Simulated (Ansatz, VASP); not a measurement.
# PbS: VASP beside Ansatz

INCAR

```
  PREC = Accurate
  ENCUT = 520
  EDIFF = 1E-7
  ISMEAR = -1
  SIGMA = 0.05
  LREAL = False
  LASPH = True
  NELM = 100
  ALGO = Normal
  ISIF = 2
  LWAVE = False
  LCHARG = False
  GGA = PS
  NBANDS = 28
```

KPOINTS

```
regular mesh
0
Gamma
  5 5 4
```

File POSCAR:

```
PbS
1.0
    2.0799526950     -5.9912968650      0.0000000000
    2.0799526950      5.9912968650      0.0000000000
    0.0000000000      0.0000000000      4.2793209400
Pb S
2 2
Direct
    0.1305633500      0.8694366500      0.2500000000
    0.8694366500      0.1305633500      0.7500000000
    0.3547970900      0.6452029100      0.2500000000
    0.6452029100      0.3547970900      0.7500000000
```

Contents of input.yaml:

```yaml
crystal:
  lattice:
    - [2.079952695, -5.991296865, 0.0]
    - [2.079952695, 5.991296865, 0.0]
    - [0.0, 0.0, 4.27932094]
  atoms:
    - { symbol: Pb, position: [0.13056335, 0.86943665, 0.25] }
    - { symbol: Pb, position: [0.86943665, 0.13056335, 0.75] }
    - { symbol: S, position: [0.35479709, 0.64520291, 0.25] }
    - { symbol: S, position: [0.64520291, 0.35479709, 0.75] }
kpoints:
  mp_grid: { grid: [5, 5, 4] }
  band_path:
    path:
      - [0.0, 0.0, 0.0]
      - [0.2801304242, 0.2801304242, 0.0]
      - [0.0, 0.5, 0.0]
      - [0.0, 0.5, 0.5]
      - [0.2801304242, 0.2801304242, 0.5]
      - [0.0, 0.0, 0.5]
      - [0.0, 0.0, 0.0]
      - [-0.5, 0.5, 0.0]
    npoints: 8
scf:
  occupations: { method: fermi_dirac, width: 0.05 }
hamiltonian:
  xc: pbesol
  pseudopotentials: { kind: all_electron, lapw: { basis_error: 0.002 } }
output:
  forces: true
  stress: true
  eigenvalues: true
```

Alike in both runs: functional PBEsol; k mesh 5 × 5 × 4; occupations fermi-dirac, width 0.05 eV; no spin polarisation.

|  | VASP | Ansatz |
| --- | --- | --- |
| version | VASP 6.6.1 | Ansatz 0.2.0 |
| potentials or method | VASP PAW PBE potentials, release 64 (Pb_d, S) | all-electron LAPW, scalar-relativistic |
| plane-wave cutoff (eV) | 520 | see its input |
| task | single point | band structure |

Ansatz gave:

- gap on the k mesh at the Fermi level (eV): 1.20
- least direct gap on the mesh (eV): 1.20
- pressure (GPa): -1.9
- largest component of the traceless stress (GPa): 0.31
- rms of the force components (eV/Å): 0.017

**Question.** Estimate VASP's values.

**Answer.** gap on the k mesh at the Fermi level (eV): 1.20; least direct gap on the mesh (eV): 1.20; pressure (GPa): -1.9; largest component of the traceless stress (GPa): 0.30; rms of the force components (eV/Å): 0.017.

Atom by atom the forces differ by 0.002 eV/Å (rms over components). Ansatz ran all-electron here, so the differences hold the error of VASP's frozen core and of both bases.

Caveats: spin-orbit coupling is left out, which as a rule narrows the gap of such compounds by several tenths of an eV; the PAW data sets were made with another functional, which shifts forces and pressure a little (VASP); an odd mesh through Γ misses points on the zone boundary, where band edges often lie (VASP).
